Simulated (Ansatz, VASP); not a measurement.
# Two plane-wave programs on Si

```
Si
1.0
     0.00000    2.70098    2.70098
     2.70098    0.00000    2.70098
     2.70098    2.70098    0.00000
Si
2
Direct
  0.75000 0.75000 0.75000
  0.50000 0.50000 0.50000
```

Alike in both runs: task relaxation of cell and atoms; functional LDA; k mesh 12 × 12 × 12; no spin polarisation.

|  | VASP | Ansatz |
| --- | --- | --- |
| version | VASP 6.6.1 | Ansatz 0.2.0 |
| potentials or method | VASP PAW LDA potentials, release 64 (Si) | scalar-relativistic, plane waves, PAW |
| plane-wave cutoff (eV) | 600 | 420 |
| occupations | gaussian, width 0.01 eV | fixed |
| valence electrons in the cell | 8 | 8 |

Ansatz gave:

* gap on the k mesh at the Fermi level, each at its own relaxed structure (eV): 0.44
* relaxed volume (Å³/atom): 19.70
* relaxed cell length with the largest relative difference (Å): 3.820

Q: Estimate VASP's values.

A: gap on the k mesh at the Fermi level, each at its own relaxed structure (eV): 0.44; relaxed volume (Å³/atom): 19.72; relaxed cell length with the largest relative difference (Å): 3.820.
